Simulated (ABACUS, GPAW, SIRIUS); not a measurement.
# Cost and result for the bulk modulus of HgTe

```cif
data_structure
_symmetry_space_group_name_H-M 'F-43m'
_symmetry_Int_Tables_number 216
_cell_length_a 6.4290
_cell_length_b 6.4290
_cell_length_c 6.4290
_cell_angle_alpha 90.000
_cell_angle_beta 90.000
_cell_angle_gamma 90.000
_cell_volume 265.72
loop_
_atom_site_label
_atom_site_type_symbol
_atom_site_symmetry_multiplicity
_atom_site_Wyckoff_symbol
_atom_site_fract_x
_atom_site_fract_y
_atom_site_fract_z
_atom_site_occupancy
Hg1 Hg 4 a 0.00000 0.00000 0.00000 1
Te1 Te 4 c 0.25000 0.25000 0.25000 1
```

```csv
rung,level,program and potentials,cutoff (eV),k mesh,smearing,core time,chip,bulk modulus (GPa),miss,notes
GGA + dispersion,revPBE+D3(zero damping),"GPAW, the program's PAW data sets (release 1.2.1) made for this functional",600,6 × 6 × 6,fermi-dirac 0.05,80 s,Intel Xeon Platinum 8488C Sapphire Rapids,37.6,-12.6 %,-
GGA,WC,"GPAW, PAW data sets generated for this functional",600,6 × 6 × 6,fermi-dirac 0.05,94 s,Intel Xeon Platinum 8488C Sapphire Rapids,41.9,-2.6 %,-
GGA + dispersion,PBEsol+D3(zero damping),"GPAW, PAW data sets generated for this functional",600,6 × 6 × 6,fermi-dirac 0.05,99 s,Intel Xeon Platinum 8488C Sapphire Rapids,46.4,+7.9 %,-
GGA + dispersion,PBE+D4,"GPAW, GPAW PAW data sets (gpaw-data 1.2.1)",600,6 × 6 × 6,fermi-dirac 0.05,1.9 min,Intel Xeon Platinum 8488C Sapphire Rapids,40.2,-6.5 %,-
GGA,PBEsol,"GPAW, PAW data sets generated for this functional",600,7 × 7 × 7,fermi-dirac 0.05,2.3 min,Arm Neoverse V1,42.1,-2.1 %,-
GGA,PBEsol,"ABACUS, PseudoDojo NC SR 0.4.1 PBEsol standard, plane waves",1129,7 × 7 × 7,fermi-dirac 0.05,5.8 min,Intel Xeon Platinum 8559C Emerald Rapids,42.2,-1.9 %,-
GGA,PBEsol,"SIRIUS, all-electron FP-LAPW, apw+lo standard",-,7 × 7 × 7,fermi-dirac 0.05,15 min,Intel Xeon Platinum 8375C Ice Lake,(a),?,-
```

Times are single runs on shared hosts and different chips, so they are rough; meshes, cutoffs and the tasks' sizes weigh on the time. Task: equation of state. All rows: no spin polarisation. Smearing widths are in eV. The cell comes from a database and isn't always the measured one. For a metal such meshes aren't converged. Meshes differ between rows, which moves values too. Meshes are those of the run's cell of 2 atoms unless a note names another. Misses use the values as printed. Runs on faulty files, with rough fits or with known faults for this quantity aren't shown. No row holds spin-orbit coupling.

Measured: 43 GPa (a printed reference work). The runs are for a static lattice.

Question: Estimate the value left out from the other rows.

Answer: (a) 42.5 GPa, miss -1.2 %.
